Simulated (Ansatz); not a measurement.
Runs of Ansatz 0.2.0 on Cu3Au (Auricupride). The structure is cubic, space group Pm-3m (No. 221). The conventional cell has a = 3.740 Å, b = 3.740 Å, c = 3.740 Å, α = 90.00°, β = 90.00°, γ = 90.00°. Around Au (site symmetry m-3m) lie 12 Cu at 2.64 Å. Around Cu (site symmetry 4/mmm) lie 4 Au at 2.64 Å and 8 Cu at 2.64 Å. 

```tsv
level	gap on the mesh (eV)	pressure (GPa)	relaxed volume (Å³/atom)
BLYP+D3(BJ)	none	0.0	12.80
revPBE+D3(BJ)	none	0.0	(a)
revPBE+D4	none	0.0	12.83
RPBE+D4	none	0.0	12.82
```

Alike in all rows: task relaxation of cell and atoms; potentials or basis Ansatz PAW; no spin polarisation; cell relaxed; k mesh 7 × 7 × 7; cutoff (eV) 420; smearing fermi-dirac 0.05 eV.

Task: Estimate the missing entries.

Result: (a) 12.55.

Caveats: the plane-wave basis is chosen anew once the cell has moved, so the energies of steps on either side of that aren't comparable; pairwise dispersion overbinds metals, which lowers pressure and volume; the PAW data sets come from PBE, with cores solved anew for the run's functional, which leaves a small shift of forces and pressure.

A k mesh can miss the band edges, and the runs leave out spin-orbit coupling on Au.

A gap of «none» marks a metal or a gap under the smearing width.
